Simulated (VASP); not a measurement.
Input of a VASP 6.6.1 run:

INCAR

```
SYSTEM = Fe
ALGO     = Normal         ! electronic algorithm
EDIFF    = 1E-7           ! SCF threshold, eV
EDIFFG   = -0.005         ! ionic threshold
ENCUT    = 600            ! plane-wave cutoff, eV
GGA      = PS             ! functional
IBRION   = 2              ! ionic algorithm
ISIF     = 3              ! what is computed and relaxed
ISMEAR   = 0              ! smearing method
ISPIN    = 2              ! spin polarisation
LASPH    = .True.         ! aspherical terms in the spheres
LCHARG   = .False.        ! write CHGCAR
LMAXMIX  = 4              ! l up to which the mixer works
LORBIT   = 11             ! projections on sites
LREAL    = .False.        ! projectors in reciprocal space
LWAVE    = .False.        ! write WAVECAR
MAGMOM   = 3              ! initial moments
NELM     = 100            ! most SCF steps
NSW      = 90             ! ionic steps
PREC     = Accurate       ! precision mode
SIGMA    = 0.1            ! smearing width, eV
```

KPOINTS

```
k-points
0
Gamma
  8 8 8
  0 0 0
```

The input POSCAR:

```
Fe
1.0
   -1.4295500000      1.4295500000      1.4295500000
    1.4295500000     -1.4295500000      1.4295500000
    1.4295500000      1.4295500000     -1.4295500000
Fe
1
Direct
    0.0000000000      0.0000000000      0.0000000000
```

Potentials or basis: VASP PAW PBE potentials, release 64 (Fe).

The run is started by

```bash
$ cat potpaw_PBE.64/Fe/POTCAR > POTCAR
$ mpirun -np 1 vasp_std > vasp.out
```

**Question.** Predict the site moments.

**Answer.** Fe +1.98 μB.

**Question.** What does it give for the relaxed cell?

**Answer.** a = 2.407 Å, b = 2.407 Å, c = 2.407 Å, α = 109.47°, β = 109.47°, γ = 109.47°.

The path:
| step | energy change (eV) | largest force (eV/Å) | pressure (GPa) | volume (Å³) |
| --- | --- | --- | --- | --- |
| 1 | 0.0000 | 0.0000 | -11.36 | 11.69 |
| 2 | -0.0270 | 0.0000 | 10.90 | 10.34 |
| 3 | -0.0402 | 0.0000 | -0.37 | 10.76 |
| 4 | -0.0402 | 0.0000 | 0.05 | 10.74 |

Caveat: the k mesh is coarse (spacing up to 0.39 Å⁻¹), so the values aren't converged; the PAW data sets were made with another functional, which shifts forces and pressure a little.
